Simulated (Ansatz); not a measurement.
# Vibrations of Si (Fd-3m) by finite displacements

```
Si
1.0
     0.00000    2.71673    2.71673
     2.71673    0.00000    2.71673
     2.71673    2.71673    0.00000
Si
2
Direct
  0.25000 0.25000 0.25000
  0.00000 0.00000 0.00000
```

Computed, not measured; unless marked otherwise by PBEsol, all-electron LAPW in Ansatz 0.2.0, scalar-relativistic. k mesh 8×8×8, fixed occupations, basis error target 1 meV/atom. The cell was relaxed by PAW under this functional.

Atoms are displaced by 0.01 Å in the smallest supercells that hold the wave vectors of a 2×2×2 mesh. Negative values stand for unstable modes.

(1) What are the phonon energies at the solved wave vectors, in THz?

(2) Is the structure dynamically stable at these wave vectors?

(3) How do the optical zone-centre modes decompose, and which are active?

(4) How well do frozen-core PAW files reproduce these all-electron values?

(5) The cell is scaled evenly to 39.501 and 40.704 Å³ (from 40.102), with free atoms relaxed and the shape held. What are the mode Grüneisen parameters γ = −d ln ω/d ln V?

(6) Linear response on PAW files adds the field. What are the dielectric tensor, the Born charges and the LO shift?

## Answers

(1) 

```csv
q,point,modes (THz)
0.000 0.000 0.000,Gamma,15.25 (×3)
0.500 0.000 0.000,L,"3.11 (×2), 11.05, 12.23, 14.54 (×2)"
0.500 0.500 0.000,X,"4.03 (×2), 12.12 (×2), 13.68 (×2)"
```

(2) Yes, no mode is unstable there; wave vectors off this mesh aren't tested.

(3) Point group m-3m: Γ_opt = T2g.

| label | THz | activity | mostly |
| --- | --- | --- | --- |
| T2g | 15.25 | Raman | Si (100 %) |

(4) With a cutoff of 420 eV and displacements of 0.0025 Å, the r.m.s. difference over the modes is 0.3 cm⁻¹; the largest difference is 133.9 (PAW) against 134.3 cm⁻¹ (LAPW).

(5) For the highest mode, 516.5 cm⁻¹ in the small cell and 501.4 in the large one give γ ≈ 0.99. From the change of the dynamical matrix on each mode:

| point | cm⁻¹ | γ |
| --- | --- | --- |
| Gamma | 508.8 | 0.99 |
| L | 103.7 | -1.99 |
| L | 368.7 | 0.35 |
| L | 407.8 | 1.61 |
| L | 485.0 | 1.23 |
| X | 134.3 | -2.52 |
| X | 404.4 | 0.98 |
| X | 456.4 | 1.51 |

Weighted by the modes' heat capacities at 300 K, the mean on this mesh is -0.16; it moves with the q mesh, and a coarse one overweights the zone boundary. Rows under −0.05 (2 here) are modes that soften under compression and pull towards negative thermal expansion.

(6) ε∞ = (13.29, 13.29, 13.29) along x, y, z with local fields. Born charges (xx, yy, zz): Si1 (0.00, 0.00, 0.00); Si2 (0.00, 0.00, 0.00). The highest zone-centre mode lies at 509.0 cm⁻¹ without the macroscopic field and at 509.0 cm⁻¹ with it, for q along x. With the ions free to follow the field, the program's ε₀ is (13.29, 13.29, 13.29).

Caveats: the frozen-core PAW files of the compared runs were fitted under PBE, their cores solved anew for this functional; field response not resolved by the mesh; semilocal gaps are low, and ε∞ tends to come out large.
